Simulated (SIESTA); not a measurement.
# Si2Mo under changes of volume

One of the cells (13.684 Å³/atom); the others are scaled copies at fixed shape and fractional positions:

```xyz
3
Lattice="-1.6106 1.6106 3.9565 1.6106 -1.6106 3.9565 1.6106 1.6106 -3.9565" Properties=species:S:1:pos:R:3 pbc="T T T"
Mo    0.0000    0.0000    0.0000
Si    0.0000    0.0000    5.2780
Si    0.0000    0.0000    2.6350
```

```yaml
Program: SIESTA 5.4.2
Functional: PBEsol
Potentials_or_basis: PseudoDojo 0.4 standard (PBEsol files)
Basis: DZP (energy shift 0.003 Ry; two zetas on semicore shells)
Grid_cutoff: 800 Ry
Energy_shift: 0.003 Ry
k_mesh: 12 × 12 × 12
Occupations: fermi-dirac, width 0.05 eV
Spin: no spin polarisation
```

```csv
volume (Å³/atom),energy over the lowest point (meV/atom),pressure (GPa),largest force (eV/Å)
12.611,27.15,13.5,0.195
12.879,9.19,8.0,0.227
13.148,0.00,3.1,0.257
13.684,4.13,-5.2,0.314
13.953,16.01,-8.8,0.341
14.221,?,?,?
```

What does the run at 14.221 Å³/atom give?

Energy over the lowest point 33.59 meV/atom; pressure -12.0 GPa; largest force 0.365 eV/Å.

Worked out: A Birch-Murnaghan fit of order 3 (a polynomial in V^(-2/3)) to the other rows has its minimum at 13.33 Å³/atom with B0 = V·E''(V) = 214 GPa and B' = 4.5 at fixed shape and positions, which overstates the stiffness. It gives 33.41 meV/atom at 14.221 Å³/atom, against the run's 33.59, and -dE/dV = -12.0 GPa, against -12.0.

Energies are extrapolated to zero smearing.

Caveats: the basis of atomic orbitals isn't converged, which shifts pressures, moduli and gaps.
